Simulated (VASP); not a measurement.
**B: single point with BLYP**

The system is B.

```
B
1.0
     1.71703    0.00000    0.00000
    -0.85851    1.48699    0.00000
     0.00000    0.00000   10.65413
B
2
Direct
  0.33333 0.66667 0.25000
  0.66667 0.33333 0.75000
```

This isn't the form of B at room conditions, which is rhombohedral.

| Item | Value |
| --- | --- |
| Program | VASP 6.6.1 |
| Task | single point |
| Functional | BLYP |
| Potentials or basis | VASP PAW PBE potentials, release 64 (B) |
| Cutoff | 520 eV |
| k mesh | 34 × 34 × 5 |
| Occupations | fermi-dirac, width 0.1 eV |
| Spin | no spin polarisation |
| Dipole correction | no |
| Further INCAR settings | ALGO = Fast; EDIFF = 1e-06; NBANDS = 10 |

- Pressure: -0.8 GPa
- Band gap on the k mesh: none (metal or under the smearing width)

Stress tensor (GPa, compression positive):
```
-1.24  0.00  0.00
 0.00 -1.24  0.00
 0.00  0.00  0.09
```

Levels at points of the mesh, in eV from the Fermi level:
```
           k point  band 1  band 2  band 3  band 4  band 5  band 6  band 7  band 8  band 9
(0.00, 0.00, 0.00)  -16.88  -16.87   -7.62   -7.47    1.59    3.96    5.34   10.51   14.27
(0.50, 0.00, 0.00)   -8.77   -8.77    1.20    1.21    5.57    5.59   12.59   12.80   15.45
```

Run time: 110 s on 1 thread of Intel(R) Xeon(R) Platinum 8375C CPU @ 2.90GHz (Ice Lake), with other jobs on the host, peak memory 0.19 GiB.

Caveat: the PAW data sets were made with another functional, which shifts forces and pressure a little; this functional lacks dispersion, which binds the layers, so the pressure and a relaxed spacing across them are unreliable.
